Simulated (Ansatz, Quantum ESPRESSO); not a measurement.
# Ballistic transmission: C2 in line between two Pt chains, part 3 of 4

Wanted: the transmission near the Fermi level and the conductance of this junction: C2 in line between two Pt chains.

Quantum ESPRESSO 7.5; plane-wave DFT, PBE, GBRV ultrasoft pseudopotentials; cross-check by Ansatz 0.2.0 with PAW datasets.

So far. Step 3 (Transmission with pwcond.x): The run is unpolarised; a magnetic state was not tried, may lie lower and would change T. Step 3 (Transmission with pwcond.x): At no point does T exceed the number of channels.

### Step 4. The open system, with epsproj = 0.001

Level of this step: transmission by pwcond, lead and junction from one cell; plane-wave DFT, PBE, GBRV ultrasoft pseudopotentials (Quantum ESPRESSO).

A sensitivity test on the input.

File cond.w.in:

```
&inputcond
  outdir = './out'
  prefixt = 'scf'
  tran_file = 'cond.w.dat'
  bdl = 0.6400000000
  bds = 4.8095200000
  ikind = 1
  ewind = 4.0
  epsproj = 0.001
  nz1 = 7
  energy0 = 2.0
  denergy = -0.1
/
1
  0.00000000 0.00000000 1.00000000
41
```

The run is started by

```bash
$ OMP_NUM_THREADS=1 mpirun -n 4 pwcond.x -in cond.w.in > cond.w.out
```

Log:

```text
[banner, memory and clock lines left out]
Program PWCOND v.7.5 starts
[citation notice left out]

[...]
./out/scf.save/

[...]
negative rho (up, down):  2.512E+00 0.000E+00
     Reading collected, re-writing distributed wavefunctions

===== INPUT FILE containing all the regions =====

     GEOMETRY:

     lattice parameter (alat)  =      14.1729  a.u.
     the volume                =   13692.4803 (a.u.)^3
     the cross section         =     200.8724 (a.u.)^2
     l of the unit cell        =       4.8095 (alat)
     number of atoms/cell      =           16
     number of atomic types    =            2

     crystal axes: (cart. coord. in units of alat)
               a(1) = (  1.0000  0.0000  0.0000 )
               a(2) = (  0.0000  1.0000  0.0000 )
               a(3) = (  0.0000  0.0000  4.8095 )

   Cartesian axes

     site n.     atom                  positions (alat units)
          1        Pt     tau(  1)=(  0.5000  0.5000  4.8095  )
          2        Pt     tau(  2)=(  0.5000  0.5000  0.3200  )
          3        Pt     tau(  3)=(  0.5000  0.5000  0.6400  )
          4        Pt     tau(  4)=(  0.5000  0.5000  0.9600  )
          5        Pt     tau(  5)=(  0.5000  0.5000  1.2800  )
          6        Pt     tau(  6)=(  0.5000  0.5000  1.6000  )
          7        Pt     tau(  7)=(  0.5000  0.5000  1.9200  )
          8        C      tau(  8)=(  0.5000  0.5000  2.1621  )
          9        C      tau(  9)=(  0.5000  0.5000  2.3274  )
         10        Pt     tau( 10)=(  0.5000  0.5000  2.5695  )
         11        Pt     tau( 11)=(  0.5000  0.5000  2.8895  )
         12        Pt     tau( 12)=(  0.5000  0.5000  3.2095  )
         13        Pt     tau( 13)=(  0.5000  0.5000  3.5295  )
         14        Pt     tau( 14)=(  0.5000  0.5000  3.8495  )
         15        Pt     tau( 15)=(  0.5000  0.5000  4.1695  )
         16        Pt     tau( 16)=(  0.5000  0.5000  4.4895  )

     nr1s                      =           54
     nr2s                      =           54
     nr3s                      =          256
     nr1sx                     =           54
     nr2sx                     =           54
     nr3sx                     =          256
     nr1                       =           60
     nr2                       =           60
     nr3                       =          288
     nr1x                      =           60
     nr2x                      =           60
     nr3x                      =          288

 _______________________________
  Radii of nonlocal spheres:

     type       ibeta     ang. mom.          radius (alat units)
       Pt         1         0                    0.1753
       Pt         2         0                    0.1753
       Pt         3         1                    0.1753
       Pt         4         1                    0.1753
       Pt         5         2                    0.1753
       Pt         6         2                    0.1753
       C          1         0                    0.0930
       C          2         0                    0.0930
       C          3         1                    0.0930
       C          4         1                    0.0930
----- General information -----

--- T calc. with identical leads (ikind=1) ---

     nrx                       =           54
     nry                       =           54
     nz1                       =            7

     energy0               =         2.0E+00
     denergy               =        -1.0E-01
     nenergy               =         41
     ecut2d                =         3.4E+01
     ewind                 =         4.0E+00
     epsproj               =         1.0E-03

     number of k_|| points=    1
                       cryst. coord.
        k(    1) = (   0.0000000   0.0000000), wk =   1.0000000
----- Information about left/right lead -----

     nocros                   =           18
     noins                    =           18
     norb                     =           54
     norbf                    =          250
     nrz                      =           34

      iorb      type   ibeta   ang. mom.   m       position (alat)
        1        1       1        0        1   taunew(   1)=(  0.5000  0.5000  0.0000)
        2        1       2        0        1   taunew(   2)=(  0.5000  0.5000  0.0000)
[...]
54        1       6        2        5   taunew(  54)=(  0.5000  0.5000  0.6400)
    k slab    z(k)  z(k+1)     crossing(iorb=1,norb)
    1   0.0000 0.0188 0.0188   111111111111111111000000000000000000000000000000000000
    2   0.0188 0.0376 0.0188   111111111111111111000000000000000000000000000000000000
[...]
34   0.6212 0.6400 0.0188   000000000000000000000000000000000000111111111111111111
----- Information about scattering region -----

     noins                    =          214
     norb                     =          250
     norbf                    =          250
     nrz                      =          222

      iorb      type   ibeta   ang. mom.   m       position (alat)
        1        1       1        0        1   taunew(   1)=(  0.5000  0.5000 -0.0000)
        2        1       2        0        1   taunew(   2)=(  0.5000  0.5000 -0.0000)
[...]
250        1       6        2        5   taunew( 250)=(  0.5000  0.5000  4.1695)
 ngper, shell number =          545          70
 ngper, n2d =          545          94
---  E-Ef =    2.0000000  k =    0.0000000   0.0000000
---  ie =          1  ik =          1
 Nchannels of the left tip =            1
 Right moving states:
   k1(2pi/a)   k2(2pi/a)   E-Ef (eV)
  -0.2478937  -0.0000084   2.0000000
 Left moving states:
   k1(2pi/a)   k2(2pi/a)   E-Ef (eV)
   0.2478937  -0.0000084   2.0000000

 to transmit
 Band j to band i transmissions and reflections:
    j         i     |T_ij|^2    |R_ij|^2

    1 -->     1     0.05115     0.94885
   Total T_j, R_j =    0.05115  0.94885

E-Ef(ev), T(x2 spins) =    2.0000000   0.1023007
---  E-Ef =    1.9000000  k =    0.0000000   0.0000000
---  ie =          2  ik =          1
 Nchannels of the left tip =            1
 Right moving states:
   k1(2pi/a)   k2(2pi/a)   E-Ef (eV)
  -0.2543822  -0.0000081   1.9000000
 Left moving states:
   k1(2pi/a)   k2(2pi/a)   E-Ef (eV)
   0.2543822  -0.0000081   1.9000000

 to transmit
 Band j to band i transmissions and reflections:
    j         i     |T_ij|^2    |R_ij|^2

    1 -->     1     0.05258     0.94742
   Total T_j, R_j =    0.05258  0.94742

E-Ef(ev), T(x2 spins) =    1.9000000   0.1051674
---  E-Ef =    1.8000000  k =    0.0000000   0.0000000
---  ie =          3  ik =          1
 Nchannels of the left tip =            1
 Right moving states:
   k1(2pi/a)   k2(2pi/a)   E-Ef (eV)
  -0.2609269  -0.0000078   1.8000000
 Left moving states:
   k1(2pi/a)   k2(2pi/a)   E-Ef (eV)
   0.2609269  -0.0000078   1.8000000

 to transmit
 Band j to band i transmissions and reflections:
    j         i     |T_ij|^2    |R_ij|^2

    1 -->     1     0.05413     0.94587
   Total T_j, R_j =    0.05413  0.94587

E-Ef(ev), T(x2 spins) =    1.8000000   0.1082605
[... further energies and points left out ...]
---  E-Ef =   -1.8000000  k =    0.0000000   0.0000000
---  ie =         39  ik =          1
 Nchannels of the left tip =            3
 Right moving states:
   k1(2pi/a)   k2(2pi/a)   E-Ef (eV)
  -0.4305422  -0.0000259  -1.8000000
  -0.4625352  -0.0000046  -1.8000000
  -0.4625352  -0.0000046  -1.8000000
 Left moving states:
   k1(2pi/a)   k2(2pi/a)   E-Ef (eV)
   0.4305422  -0.0000259  -1.8000000
   0.4625352  -0.0000046  -1.8000000
   0.4625352  -0.0000046  -1.8000000

 to transmit
 Band j to band i transmissions and reflections:
    j         i     |T_ij|^2    |R_ij|^2

    1 -->     1     0.10730     0.89270
    1 -->     2     0.00000     0.00000
    1 -->     3     0.00000     0.00000
   Total T_j, R_j =    0.10730  0.89270

    2 -->     1     0.00000     0.00000
    2 -->     2     0.87168     0.12677
    2 -->     3     0.00000     0.00155
   Total T_j, R_j =    0.87168  0.12832

    3 -->     1     0.00000     0.00000
    3 -->     2     0.00000     0.00155
    3 -->     3     0.87168     0.12677
   Total T_j, R_j =    0.87168  0.12832

E-Ef(ev), T(x2 spins) =   -1.8000000   3.7013137
---  E-Ef =   -1.9000000  k =    0.0000000   0.0000000
---  ie =         40  ik =          1
 Nchannels of the left tip =            3
 Right moving states:
   k1(2pi/a)   k2(2pi/a)   E-Ef (eV)
  -0.4384133  -0.0000256  -1.9000000
  -0.4777754  -0.0000046  -1.9000000
  -0.4777754  -0.0000046  -1.9000000
 Left moving states:
   k1(2pi/a)   k2(2pi/a)   E-Ef (eV)
   0.4384133  -0.0000256  -1.9000000
   0.4777754  -0.0000046  -1.9000000
   0.4777754  -0.0000046  -1.9000000

 to transmit
 Band j to band i transmissions and reflections:
    j         i     |T_ij|^2    |R_ij|^2

    1 -->     1     0.10220     0.89780
    1 -->     2     0.00000     0.00000
    1 -->     3     0.00000     0.00000
   Total T_j, R_j =    0.10220  0.89780

    2 -->     1     0.00000     0.00000
    2 -->     2     0.87513     0.00106
    2 -->     3     0.00000     0.12382
   Total T_j, R_j =    0.87513  0.12487

    3 -->     1     0.00000     0.00000
    3 -->     2     0.00000     0.12382
    3 -->     3     0.87513     0.00106
   Total T_j, R_j =    0.87513  0.12487

E-Ef(ev), T(x2 spins) =   -1.9000000   3.7049129
---  E-Ef =   -2.0000000  k =    0.0000000   0.0000000
---  ie =         41  ik =          1
 Nchannels of the left tip =            3
 Right moving states:
   k1(2pi/a)   k2(2pi/a)   E-Ef (eV)
  -0.4461964  -0.0000254  -2.0000000
  -0.4934931  -0.0000045  -2.0000000
  -0.4934931  -0.0000045  -2.0000000
 Left moving states:
   k1(2pi/a)   k2(2pi/a)   E-Ef (eV)
   0.4461964  -0.0000254  -2.0000000
   0.4934931  -0.0000045  -2.0000000
   0.4934931  -0.0000045  -2.0000000

 to transmit
 Band j to band i transmissions and reflections:
    j         i     |T_ij|^2    |R_ij|^2

    1 -->     1     0.09814     0.90186
    1 -->     2     0.00000     0.00000
    1 -->     3     0.00000     0.00000
   Total T_j, R_j =    0.09814  0.90186

    2 -->     1     0.00000     0.00000
    2 -->     2     0.87345     0.00001
    2 -->     3     0.00000     0.12654
   Total T_j, R_j =    0.87345  0.12655

    3 -->     1     0.00000     0.00000
    3 -->     2     0.00000     0.12654
    3 -->     3     0.87345     0.00001
   Total T_j, R_j =    0.87345  0.12655

E-Ef(ev), T(x2 spins) =   -2.0000000   3.6900592
   T_tot     2.00000      0.10230E+00
   T_tot     1.90000      0.10517E+00
   T_tot     1.80000      0.10826E+00
   T_tot     1.70000      0.11162E+00
   T_tot     1.60000      0.11532E+00
   T_tot     1.50000      0.11944E+00
   T_tot     1.40000      0.12411E+00
   T_tot     1.30000      0.12952E+00
   T_tot     1.20000      0.13594E+00
   T_tot     1.10000      0.14379E+00
   T_tot     1.00000      0.15371E+00
   T_tot     0.90000      0.16670E+00
   T_tot     0.80000      0.22974E+01
   T_tot     0.70000      0.41636E+01
   T_tot     0.60000      0.41695E+01
   T_tot     0.50000      0.42209E+01
   T_tot     0.40000      0.43545E+01
   T_tot     0.30000      0.44773E+01
   T_tot     0.20000      0.45594E+01
   T_tot     0.10000      0.46043E+01
   T_tot    -0.00000      0.46502E+01
   T_tot    -0.10000      0.46143E+01
   T_tot    -0.20000      0.44656E+01
   T_tot    -0.30000      0.42954E+01
   T_tot    -0.40000      0.41781E+01
   T_tot    -0.50000      0.37354E+01
   T_tot    -0.60000      0.40823E+01
   T_tot    -0.70000      0.41104E+01
   T_tot    -0.80000      0.41581E+01
   T_tot    -0.90000      0.41988E+01
   T_tot    -1.00000      0.41347E+01
   T_tot    -1.10000      0.41606E+01
   T_tot    -1.20000      0.41180E+01
   T_tot    -1.30000      0.40848E+01
   T_tot    -1.40000      0.40373E+01
   T_tot    -1.50000      0.39151E+01
   T_tot    -1.60000      0.38196E+01
   T_tot    -1.70000      0.37428E+01
   T_tot    -1.80000      0.37013E+01
   T_tot    -1.90000      0.37049E+01
   T_tot    -2.00000      0.36901E+01

[...]
```

It took 1.7 min on 4 MPI ranks of Arm Neoverse V2, shared host; peak memory 0.5 GiB; 6.8 min of CPU time.

The changed values were drawn from a wide range, not chosen for quality; the comparison shows what they did here together.

Beside the run it was changed from:

```
                                  quantity  this run  unchanged run  difference
 transmission at the Fermi level, one spin     2.325          2.326     -4.7e-4
lead channels at the Fermi level, one spin         4              4           0
                             wall time (s)       102            211
```

Over all energies T moves by up to 1.1, at 0.8 eV, where the two runs count unlike lead channels.

The physical values in this table stay within 0.05 %.

(Part 3 of 4 ends here.)

[Logs are printed without paths, hosts, clocks, repeated set-up lines and the standing remarks that a program may print on its own settings, such as how far it seeks lower states.]

[Hosts, paths, dates, database ids (printed as entryN), source tags and the programs' standing remarks are cut or masked in the printed files.]

[Maps of the electrostatic potential energy from Ansatz leave out the sawtooth potential of an applied field or a dipole correction, so their vacuum need not be flat; planar profiles and work functions include it.]
